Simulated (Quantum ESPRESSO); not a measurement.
# HgSe: zone-centre phonons under several settings

```xyz
2
Lattice="0.0000 3.0390 3.0390 3.0390 0.0000 3.0390 3.0390 3.0390 0.0000" Properties=species:S:1:pos:R:3 pbc="T T T"
Hg    0.0000    0.0000    0.0000
Se    4.5585    4.5585    4.5585
```

All runs used Quantum ESPRESSO 7.5; potentials PseudoDojo 0.4.1 SR PBE standard; k mesh 4 × 4 × 4, shifted; no spin polarisation; cutoff 1170 eV; occupations smeared at first, fixed for the response.

```tsv
level	geometry	volume (Å³/atom)	pressure (GPa)	lowest optical mode without the field (cm⁻¹)	sum of the Born charges (e)
rev-vdW-DF2	relaxed cell	29.75	0.0	117	-0.10
PBE+D2	relaxed cell	28.12	0.0	133	-0.10
PBE+D3(BJ)	relaxed cell	29.34	0.0	122	-0.09
AM05	relaxed cell	29.09	0.0	119	-0.09
AM05	given cell, atoms relaxed	28.07	1.9	129	-0.10
PBE	relaxed cell	30.58	0.1	111	-0.09
PBE	given cell, atoms relaxed	28.07	?	?	?
```

What stands in the row left open?

Pressure 4.6 GPa; lowest optical mode without the field 136 cm⁻¹; sum of the Born charges -0.10 e.

Caveats: the potentials were made for another functional, which shifts forces and pressure (some runs); the cell is more than 3 GPa from zero pressure, which shifts response properties (some runs).

For the row left open. Caveat: the k mesh is coarse; the mesh is thin for the dielectric tensor, Born charges and intensities, which usually come out too large; the cell is more than 3 GPa from zero pressure, which shifts response properties; the Born charges break their sum rule by 0.10 e, a sign of too thin a mesh.
